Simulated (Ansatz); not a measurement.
MgF2:
Space group P4₂/mnm (No. 136); a = b = 4.698 Å, c = 3.093 Å, α = β = γ = 90.00°

```json
[
 {"atom": "Mg", "site": "2a", "symmetry": "m.mm", "x": "0.0000", "y": "0.0000", "z": "0.0000"},
 {"atom": "F", "site": "4f", "symmetry": "m.2m", "x": "0.3036", "y": "0.3036", "z": "0.0000"}
]
```

Relaxed with PBE.

### Question
Give the optical modes at the zone centre with their infrared and Raman activity from DFPT, the program Ansatz at the PBE level (PAW).

### Answer
Transverse frequencies, without the LO–TO term; a row sums one degenerate level.

| ω (cm⁻¹) | degeneracy | IR ((D/Å)²/amu) | Raman (Å⁴/amu) | activity | symmetry |
|---|---|---|---|---|---|
| 93 | 1 | 0.00 | 0 | silent | B1g |
| 199 | 1 | 0.00 | 0 | silent | B1u |
| 237 | 2 | 8.26 | 0 | IR | Eu |
| 274 | 2 | 0.00 | 0 | silent | Eg |
| 289 | 1 | 0.00 | 0 | silent | A2g |
| 373 | 1 | 13.60 | 0 | IR | A2u |
| 377 | 1 | 0.00 | 0.23 | Raman | A1g |
| 382 | 2 | 6.00 | 0 | IR | Eu |
| 395 | 1 | 0.00 | 0 | silent | B1u |
| 423 | 2 | 10.97 | 0 | IR | Eu |
| 488 | 1 | 0.00 | 0 | silent | B2g |

### Question
How high does the top mode go among those that the LO–TO term moves?

### Answer
583 cm⁻¹ for q along x, 583 cm⁻¹ for q along y, 590 cm⁻¹ for q along z.

Space group P4_2/mnm (rutile). The PBE relaxation kept the symmetry of its start; phonons on a q-mesh show no instability.

Potentials: the later of the program's two PAW sets.
